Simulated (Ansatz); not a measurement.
Here is the system:

BaSnO3 (cubic perovskite)

```yaml
crystal:
  lattice:
    - [4.17608, 0.00000, 0.00000]
    - [0.00000, 4.17608, 0.00000]
    - [0.00000, 0.00000, 4.17608]
  atoms:
    - { symbol: Ba, position: [0.00000, 0.00000, 0.00000] }
    - { symbol: Sn, position: [0.50000, 0.50000, 0.50000] }
    - { symbol: O, position: [0.00000, 0.50000, 0.50000] }
    - { symbol: O, position: [0.50000, 0.50000, 0.00000] }
    - { symbol: O, position: [0.50000, 0.00000, 0.50000] }
```

Equation-of-state scan: isotropic scaling of the cell above, V₀ being its volume. Symmetry pins the atoms to their sites.

The numbers are results of PBE (plane waves to 420 eV, PAW, scalar-relativistic; Ansatz, a first-principles code), not measurements. k mesh 8×8×8 (Γ-centred), Fermi-Dirac smearing 0.05 eV. E stands for the smeared free energy. Compression counts positive. BaSnO3 was relaxed with its symmetry unable to fall. ΔE is measured from the relaxed starting cell.

The scan covers V/V₀ from 0.900 to 1.100 in 13 points.

**Question.** What pressure does the cell carry at V/V₀ = 0.900?

**Answer.** 18.3 GPa.

**Question.** What is ΔE at V/V₀ = 1.100?

**Answer.** 49.6 meV/atom.

**Question.** What is ΔE at V/V₀ = 0.900?

**Answer.** 75.1 meV/atom.

(A scan under strain: stresses follow from slopes of the energy per volume, elastic moduli from its curvatures.)
